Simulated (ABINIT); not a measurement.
Runs of ABINIT 10.8.3 (patched build) on PtS2. Symmetry: P-3m1, No. 164, trigonal system. Conventional cell: a = 3.543 Å, b = 3.543 Å, c = 5.039 Å, α = 90.00°, β = 90.00°, γ = 120.00°. Pt (site symmetry -3m) has 6 S at 2.34 Å as nearest neighbours. S (site symmetry 3m) has 3 Pt at 2.34 Å as nearest neighbours. 

```tsv
task	level	potentials or basis	k mesh	cutoff (eV)	fine-grid cutoff	mesh quality	gap on the mesh (eV)	pressure (GPa)	largest force (eV/Å)
single point	PBEsol	JTH PAW PBE v2.0	7 × 7 × 4	544	1088.46 eV	not flagged	(a)	7.3	1.08
single point	r2SCAN	JTH PAW PBE v2.0	7 × 7 × 4	653	1251.72 eV	not flagged	(d)	-	1.29
band structure	PW91	JTH PAW PBE v2.0	9 × 9 × 5	544	1088.46 eV	not flagged	0.97	12.5	1.41
single point	PBEsol	JTH PAW PBE v2.0	12 × 12 × 6	544	1088.46 eV	not flagged	0.73	7.3	1.08
band structure	revPBE	JTH PAW PBE v2.0	9 × 9 × 5	544	1088.46 eV	not flagged	1.02	14.3	1.41
single point	PBE	JTH PAW PBE v2.0	9 × 9 × 5	544	1088.46 eV	not flagged	0.98	12.3	1.37
single point	PBEsol	JTH PAW PBE v2.0	4 × 4 × 2	544	1088.46 eV	coarse	1.06	7.2	1.18
single point	LDA	JTH PAW LDA v2.0	12 × 12 × 6	544	1088.46 eV	not flagged	0.71	4.0	0.88
band structure	rPW86PBE	JTH PAW PBE v2.0	9 × 9 × 5	544	1088.46 eV	not flagged	1.02	18.5	(c)
single point	LDA	JTH PAW LDA v2.0	7 × 7 × 4	544	1088.46 eV	not flagged	(b)	4.0	0.88
single point	LDA	JTH PAW LDA v2.0	4 × 4 × 2	544	1088.46 eV	coarse	1.04	3.8	0.98
single point	r2SCAN	JTH PAW PBE v2.0	5 × 5 × 3	653	1251.72 eV	not flagged	1.42	-	1.31
```

Alike in all rows: no spin polarisation; cell as given; smearing fermi-dirac 0.05 eV.

Estimate the missing entries.

(a) 0.72; (b) 0.68; (c) 1.92; (d) 0.96.

Caveats: some runs use coarse meshes; spin-orbit coupling is left out, which moves the levels of the heavy elements; the PAW data sets were made with another functional, which shifts forces and pressure a little (some runs); an odd mesh through Γ misses points on the zone boundary, where band edges often lie (some runs); forces of over 1 eV/Å show positions far from the minimum, so gaps and moduli don't describe the material at rest (some runs); so large a pressure means that the cell lies far from this level's equilibrium, or that cutoff or potentials fall short (some runs); the potentials were made for another functional, which shifts forces and pressure (some runs).

A k mesh can miss the band edges, and the runs leave out spin-orbit coupling on Pt.

Not every run made on this cell is shown here.
